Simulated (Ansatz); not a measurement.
Crystal: GaSb.

```xyz
2
Lattice="0.0000 3.0590 3.0590 3.0590 0.0000 3.0590 3.0590 3.0590 0.0000" Properties=species:S:1:pos:R:3 pbc="T T T"
Sb    4.5885    4.5885    4.5885
Ga    0.0000    0.0000    0.0000
```

Base run:

```yaml
Program: Ansatz 0.2.0
Functional: PBE0
Potentials_or_basis: all-electron PAW datasets made for the crystal
Cutoff: 290 eV (chosen from the basis error)
k_mesh: 6 × 6 × 6
Occupations: fermi-dirac, width 0.05 eV
Spin: no spin polarisation
```

Its results: band gap on the k mesh 1.40 eV, direct; pressure 0.4 GPa.

Q: The run is repeated on the same cell with these changes: functional from PBE0 to PBEsol; cutoff from 290 eV (chosen from the basis error) to 260 eV (chosen from the basis error). What comes out?

A: Band gap on the k mesh none (metal or under the smearing width); pressure -0.1 GPa.

PBE0 gives the wider gap, since exact exchange removes part of the self-interaction.

Caveats: spin-orbit coupling is left out, which moves the levels of the heavy elements (some runs); the k mesh is thin for a metal, which can move the energy by tens of meV per atom (some runs).

A k mesh can miss the band edges.
